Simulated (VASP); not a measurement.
Wanted: the native input for a VASP 6.6.1 run.

- Task: relaxation of cell and atoms
- Functional: LDA
- Potentials or basis: VASP PAW LDA potentials, release 64 (Ir)
- Cutoff: 600 eV
- k mesh: 10 × 10 × 10
- Occupations: fermi-dirac, width 0.05 eV
- Spin: no spin polarisation
- Ladder: gaps
- Further INCAR settings: ALGO = Normal; EDIFF = 1e-06; IBRION = 2; EDIFFG = -0.02; NSW = 60; ISIF = 3

The structure of Ir lies in POSCAR:

```
Ir
1.0
    0.0000000000      1.9156000000      1.9156000000
    1.9156000000      0.0000000000      1.9156000000
    1.9156000000      1.9156000000      0.0000000000
Ir
1
Direct
    0.0000000000      0.0000000000      0.0000000000
```

The input as run:

INCAR

```
SYSTEM = Ir
ALGO     = Normal         ! electronic algorithm
EDIFF    = 1E-6           ! SCF threshold, eV
EDIFFG   = -0.02          ! ionic threshold
ENCUT    = 600            ! plane-wave cutoff, eV
IBRION   = 2              ! ionic algorithm
ISIF     = 3              ! what is computed and relaxed
ISMEAR   = -1             ! smearing method
LASPH    = .True.         ! aspherical terms in the spheres
LCHARG   = .False.        ! write CHGCAR
LREAL    = .False.        ! projectors in reciprocal space
LWAVE    = .False.        ! write WAVECAR
NELM     = 100            ! most SCF steps
NSW      = 60             ! ionic steps
PREC     = Accurate       ! precision mode
SIGMA    = 0.05           ! smearing width, eV
```

KPOINTS

```
k-points
0
Gamma
  10 10 10
  0 0 0
```

Potentials or basis: VASP PAW LDA potentials, release 64 (Ir).

The run is started by

```sh
$ cat potpaw_LDA.64/Ir/POTCAR > POTCAR
$ mpirun -np 1 vasp_std > vasp.out
```

Results of the run:

The relaxed volume is 13.93 Å³/atom and the relaxed cell is a = 2.701 Å, b = 2.701 Å, c = 2.701 Å, α = 60.00°, β = 60.00°, γ = 60.00°. The space group after relaxing (to 0.05 Å) is Fm-3m (No. 225) and the energy gained by relaxing is 1.4 meV/atom. The ionic steps are 3 and the pressure after relaxing is -0.1 GPa. The band gap on the k mesh is none (metal or under the smearing width).

It took 9.8 s on 1 thread of Intel(R) Xeon(R) Platinum 8488C (Sapphire Rapids), on a shared host, peak memory 0.14 GiB.
